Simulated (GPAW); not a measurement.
A run of GPAW 26.7.0 is set up as follows.

File run.py:

```python
import numpy as np
from ase import Atoms
from ase.dft.bandgap import bandgap
from ase.io import write
from gpaw import GPAW, PW
from gpaw.response.df import DielectricFunction

atoms = Atoms(['Si', 'Si'],
              cell=[[0.0, 2.7576691254, 2.7576691254],
                    [2.7576691254, 0.0, 2.7576691254],
                    [2.7576691254, 2.7576691254, 0.0]],
              scaled_positions=[[0.5, 0.5, 0.5],
                                [0.75, 0.75, 0.75]],
              pbc=True)

calc = GPAW(mode=PW(400),
            xc='PBE',
            kpts={'size': (7, 7, 7), 'gamma': True},
            occupations={'name': 'fermi-dirac', 'width': 0.001},
            nbands=11,
            convergence={'density': 1e-06},
            maxiter=150,
            txt='gpaw.txt')
atoms.calc = calc
energy = atoms.get_potential_energy()
calc.write('gs.gpw')
write('result.traj', atoms)
print(f'Energy: {energy:.6f} eV')
print('Fermi level:', round(calc.get_fermi_level(), 4), 'eV')
print(f'Gap: {bandgap(calc)[0]:.4f} eV, direct: {bandgap(calc, direct=True)[0]:.4f} eV')

for size in [(15, 15, 15), (21, 21, 21)]:
    name = 'x'.join(str(n) for n in size)
    dense = calc.fixed_density(kpts={'size': size, 'gamma': True},
                               nbands=26, convergence={'bands': 20},
                               update_fermi_level=True, txt=f'dense-{name}.txt')
    dense.write(f'{name}.gpw', mode='all')
    df = DielectricFunction(f'{name}.gpw', frequencies=np.array([0.0]), hilbert=False, eta=0.001,
                            ecut=80, nbands=20, intraband=False, txt=f'df-{name}.txt')
    for xc in ['RPA', 'LR0.3', 'ALDA']:
        for direction in ['x', 'y', 'z', [0, 1, 1], [1, 0, 1], [1, 1, 0]]:
            e0, e = df.get_macroscopic_dielectric_constant(xc=xc, direction=direction)
            print(f'{name} {xc} {direction}: {e0:.4f} without, {e:.4f} with local fields')
```

Potentials or basis: GPAW PAW data sets (gpaw-data 1.2.1), pw.

Launch:

```console
$ OMP_NUM_THREADS=1 python run.py
```

(1) Estimate the electronic dielectric tensor (diagonal).

(2) Estimate the band gap on the k mesh.

## Answers

(1) 12.12.

(2) 0.65 eV, indirect (least direct gap 2.54 eV).

Caveat: the gap is small at this level, which inflates the dielectric constant; the long-wavelength limit can be off by a per cent or two; an odd mesh through Γ misses points on the zone boundary, where band edges often lie.
